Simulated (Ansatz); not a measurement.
SiC: energy along a strain

SiC, F-43m, a = 4.348 Å (as given, not relaxed at this level: 4.8 GPa). The compound has several low-lying forms, and this is one of them. Ansatz: PBE, PAW, 420 eV, Γ-centred 12×12×12 mesh on 2 atoms, Gaussian smearing 0.05 eV; no spin polarisation. Cell vectors (Å): 0.000 2.174 2.174; 2.174 0.000 2.174; 2.174 2.174 0.000. The cell is strained by x per cent times the pattern (0 0 0 0 1 0) in the order xx yy zz yz xz xy (engineering shears), with fractional coordinates held. y is the free energy over the start, V0 = 10.275 Å³/atom. Symmetry makes y even in x.

```tsv
x (%)	y (meV/atom)
-6.00	?
-3.00	8.12
0.00	0.00
0.75	0.50
1.50	2.03
2.25	4.56
3.75	12.69
4.50	18.29
5.25	24.91
```

Task: Fit y = c2 x² + c4 x⁴ to the other rows, get the stiffness along the pattern, and predict the missing energy.

Result: Least squares on the rows shown. y = 0.90111 x² + 9.7776×10⁻⁵ x⁴. The clamped-ion stiffness p·C·p = 2 × 9.011 eV × 160.2 / 10.275 Å³ = 281 GPa, which is C55 in these axes (C44 of the cubic crystal) (second derivative at the start, which stands under stress). At x = -6.00 the fit asked for gives 32.57 meV/atom. The run gave 32.56 meV/atom, so the fit is 0.01 meV/atom too high, a small miss on the scale of the series.